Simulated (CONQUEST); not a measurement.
Crystal: BaTiO3.

```
Ba Ti O
1.0
     3.99980    0.00000    0.00000
     0.00000    3.99980    0.00000
     0.00000    0.00000    4.01800
Ba Ti O
1 1 3
Cartesian
  0.0000 0.0000 0.0000
  1.9999 1.9999 2.0492
  1.9999 0.0000 1.9407
  0.0000 1.9999 1.9407
  1.9999 1.9999 3.9417
```

Base run:

| Item | Value |
| --- | --- |
| Program | CONQUEST 1.3 |
| Functional | PBE |
| Potentials or basis | PseudoDojo NC PBE, SZP, grid cutoff 150 Ha |
| k mesh | 4 × 4 × 4 |
| Occupations | fermi-dirac, width 0.05 eV |
| Spin | no spin polarisation |

Its results: band gap on the k mesh 1.43 eV, indirect (least direct gap 1.76 eV); pressure 6.5 GPa; largest force 0.272 eV/Å.

Q: After a change of settings the same cell gave: band gap on the k mesh 1.60 eV, indirect (least direct gap 1.77 eV); pressure 6.5 GPa; largest force 0.201 eV/Å. Which change was it?
A. k mesh from 4 × 4 × 4 to 8 × 8 × 8
B. k mesh from 4 × 4 × 4 to 5 × 5 × 5
C. k mesh from 4 × 4 × 4 to 6 × 6 × 6

A: B.

Caveats: the atomic basis is small; spin-orbit coupling is left out, which moves the levels of the heavy elements; the basis of atomic orbitals isn't converged, which shifts pressures, moduli and gaps; an odd mesh through Γ misses points on the zone boundary, where band edges often lie (some runs).
